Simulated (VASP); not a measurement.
Write the native input for VASP 6.6.1 that does the following.

| Quantity | Value |
| --- | --- |
| Task | relaxation of the atoms |
| Functional | PBE |
| Potentials or basis | VASP PAW PBE potentials, release 64 (Sr_sv, Ti_sv, O_s) |
| Cutoff | 300 eV |
| k mesh | 4 × 4 × 4 |
| Occupations | gaussian, width 0.03 eV |
| Spin | no spin polarisation |
| Further INCAR settings | ALGO = Normal; EDIFF = 1e-07; IBRION = 2; EDIFFG = -0.01; NSW = 40 |

The structure of SrTiO3 (Tausonite) lies in POSCAR:

```
SrTiO3                                  
1.0
    3.9057567179      0.0000000000     -0.0000000000
    0.0000000000      3.9057567179      0.0000000000
   -0.0000000000      0.0000000000      3.9057567179
  Sr              Ti              O             
     1     1     3
Direct
     0.5000000000000000    0.5000000000000000    0.5000000000000000
     0.0000000000000000    0.0000000000000000    0.0000000000000000
     0.5000000000000000    0.0000000000000000    0.0000000000000000
     0.0000000000000000    0.5000000000000000    0.0000000000000000
     0.0000000000000000    0.0000000000000000    0.5000000000000000
```

The cell isn't the ideal one: a relaxed cell with its volume scaled by 0.98.

One way to write it, as run:

INCAR

```
ALGO = Normal ; EDIFF = 1E-7
EDIFFG = -0.01 ; ENCUT = 300
GGA = PE ; IBRION = 2
ISIF = 2 ; ISMEAR = 0
LASPH = T ; LCHARG = F
LREAL = F ; LWAVE = F
NELM = 80 ; NSW = 40
PREC = Accurate ; SIGMA = 0.03
```

KPOINTS

```
k-points
0
Gamma
  4 4 4
```

Potentials or basis: VASP PAW PBE potentials, release 64 (Sr_sv, Ti_sv, O_s).

Run with:

```bash
$ cat potpaw_PBE.64/Sr_sv/POTCAR potpaw_PBE.64/Ti_sv/POTCAR potpaw_PBE.64/O_s/POTCAR > POTCAR
$ mpirun -np 1 vasp_std > vasp.out
```

It gave:

```yaml
Band_gap_on_the_k_mesh: 1.83 eV, indirect (least direct gap 2.20 eV)
```

Caveat: the relaxation stopped at its first step, so nothing moved.

It took 8 s on 1 thread of Intel(R) Xeon(R) Platinum 8488C (Sapphire Rapids), on a shared host, peak memory 0.13 GiB.
